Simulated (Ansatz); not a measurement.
## MgO: a prediction, then the measurements

All numbers below come from DFT PBE, scalar-relativistic, plane waves, PAW in Ansatz.

Cutoff 420 eV; k points 10×10×10 on the computed 2-atom cell (Γ-centred); Gaussian smearing, width 0.02 eV; no spin polarisation.

Relaxed structure:

```xyz
2
Lattice="0.0000 2.1267 2.1267 2.1267 0.0000 2.1267 2.1267 2.1267 0.0000" Properties=species:S:1:pos:R:3 pbc="T T T"
Mg    2.1267    2.1267    2.1267
O     0.0000    0.0000    0.0000
```

- Space group: Fm-3m (No. 225)
- Volume per atom: 9.62 Å³
- Formation energy from the elements' standard states (uncorrected): -2.685 eV/atom
- Kohn–Sham band gap: 4.46 eV, direct at Γ
- Orbital (Löwdin) character of the top 1 eV of the valence band: O 2p 98 %
- Orbital (Löwdin) character of the lowest 1 eV of the conduction band: Mg 3s 56 %, O 2s 33 %, O 2p 10 %
- Electron masses at the edge by direction of the standard setting (m_e; one valley, along these axes only; no spin-orbit coupling): x: 0.34; y: 0.34; z: 0.34
- Hole masses at the edge by direction of the standard setting (m_e; one valley, along these axes only; no spin-orbit coupling): x: 2.2, 2.2, 0.38; y: 2.2, 2.2, 0.38; z: 2.2, 2.2, 0.38
- Bader charge by site (e): Mg (1 in the cell) 1.72, O (1 in the cell) -1.72

**Against measurements.**

Against the measured lattice constant a of MgO, 4.2118 Å (300 K; powder; “Disentangling orbital and spin exchange interactions for Co^2+ on a rocksalt lattice”, 2018, arxiv:1807.05012), the calculated 4.253 Å is off by +1.0 %. The calculation is for 0 K without zero-point motion. Measured band gap of MgO: 7.3 eV (a printed reference work (monograph)). This calculation gives 4.46 eV (-2.84 eV). Kohn–Sham gaps of semilocal functionals fall short of measured ones as a rule.

The cell was reached from a generator's guess, though it ends in a space group that the Crystallography Open Database lists for this formula. Löwdin shares on free-atom orbitals overweight diffuse shells in the empty bands.
